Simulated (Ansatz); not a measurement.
# C: the cost of one run

Computed with Ansatz 0.2.0 (DFT LDA, scalar-relativistic, plane waves, PAW, unless a step's input says otherwise).

A COD entry behind a cell of this session may itself be a prediction, so a difference from it is no test against experiment.

10 further runs of the same task are left out: 10 set aside as unsound or not needed.

## Step 1: The starting structure

The structure is hexagonal, space group P6_3/mmc (No. 194). Conventional cell: a = 2.483 Å, b = 2.483 Å, c = 4.136 Å, α = 90.00°, β = 90.00°, γ = 120.00°. Around C (site symmetry 3m) lie 4 C at 1.52 to 1.55 Å.

Coordinates:

```
C
1.0
     2.48311    0.00000    0.00000
    -1.24155    2.15043    0.00000
     0.00000    0.00000    4.13591
C
4
Cartesian
  0.0000 1.4336 0.2598
  1.2416 0.7168 2.3278
  0.0000 1.4336 1.8081
  1.2416 0.7168 3.8761
```

It is the result of an earlier relaxation at this level (volume 5.52 Å³/atom; gap on the mesh: 3.03 eV).

## Step 2: Plan of the line

The energy is mapped over a normal mode and a strain (zone-centre modes of the cell shown) (x along [1 0 0], y along [1 2 0], z along [0 0 1] of the conventional cell).

First coordinate, amplitude of mode 4 (531 cm⁻¹), largest displacement in the unstrained cell: 11 values from −0.060 Å. Second coordinate, equal normal strain along x, y and z: 7 values from −2.50 %.

Nothing else is relaxed (the pattern is fixed in fractional coordinates). Energies count from the relaxed high-symmetry cell. Points are written as (first, second).

The modes come from a phonon run on the reference cell, made beforehand.

The patterns, per unit of each coordinate (Å):

```tsv
atom	x1	y1	z1
C1	1.000	0.000	0.000
C2	-1.000	0.000	0.000
C3	-1.000	0.000	0.000
C4	1.000	0.000	0.000
```

## Step 3: The run at (−0.060 Å, −1.67 %)

input.yaml

```yaml
crystal:
  lattice:
    - [2.441638543, 0.0, 0.0]
    - [-1.2208192715, 2.1145210051, 0.0]
    - [0.0, 0.0, 4.0668418696]
  atoms:
    - { symbol: C, position: [0.3091700516, 0.6666666667, 0.0628256308] }
    - { symbol: C, position: [0.6908299484, 0.3333333333, 0.5628256308] }
    - { symbol: C, position: [0.3574966151, 0.6666666667, 0.4371743692] }
    - { symbol: C, position: [0.6425033849, 0.3333333333, 0.9371743692] }
basis:
  ecutwfc: 520.0
kpoints:
  mp_grid: { grid: [12, 12, 6] }
hamiltonian:
  xc: lda
  pseudopotentials: { kind: paw, azcp: { folder: soft_1 } }
scf:
  occupations: { method: gaussian, width: 0.05 }
output:
  forces: true
  stress: true
  eigenvalues: true
```

Launch:

```
$ ansatz run input.yaml --threads 1 --pin off --max-ram 2048MiB --backend cpu --events-out ev --progress --plain --runs-dir out
```

**Question.** How long does this run take on 1 thread of Arm Neoverse V1, shared host, and how much memory does it need?

About 6.2 s, with a peak of 0.32 GiB.
